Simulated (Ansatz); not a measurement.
# Bi: computed properties

Method: DFT r2SCAN, scalar-relativistic, plane waves, PAW (Ansatz 0.2.0).

Plane waves to 500 eV, a k mesh through Γ of 12×12×10 on the computed 2-atom cell and Gaussian smearing (0.10 eV); no spin polarisation.

The structure is relaxed at this level of theory with its symmetry kept. This form isn't the element's structure at ambient conditions.

```cif
data_structure
_symmetry_space_group_name_H-M 'P6_3/mmc'
_symmetry_Int_Tables_number 194
_cell_length_a 4.3438
_cell_length_b 4.3438
_cell_length_c 4.2170
_cell_angle_alpha 90.000
_cell_angle_beta 90.000
_cell_angle_gamma 120.000
_cell_volume 68.91
loop_
_atom_site_label
_atom_site_type_symbol
_atom_site_symmetry_multiplicity
_atom_site_Wyckoff_symbol
_atom_site_fract_x
_atom_site_fract_y
_atom_site_fract_z
_atom_site_occupancy
Bi1 Bi 2 c 0.33333 0.66667 0.25000 1
```

```
Space group                                                       : P6_3/mmc (No. 194)
Volume per atom                                                   : 34.45 Å³
Formation energy from the elements' standard states (uncorrected) : +0.154 eV/atom
Generalised Kohn–Sham band gap                                    : none (metal)
Density of states at the Fermi level                              : 0.95 states/eV per cell
Löwdin character within 0.5 eV of the Fermi level                 : Bi 6p 93 %
Bulk modulus                                                      : 46 GPa
Its pressure derivative                                           : 5.2
Bader charges (e)                                                 : Bi (2 in the cell) 0.00
```

Spin-orbit coupling is left out, which matters for the bands of heavy elements.

Cost: 6 runs of about 3.7 core-minutes in all, on Intel Xeon Platinum 8488C (Sapphire Rapids) (shared hosts).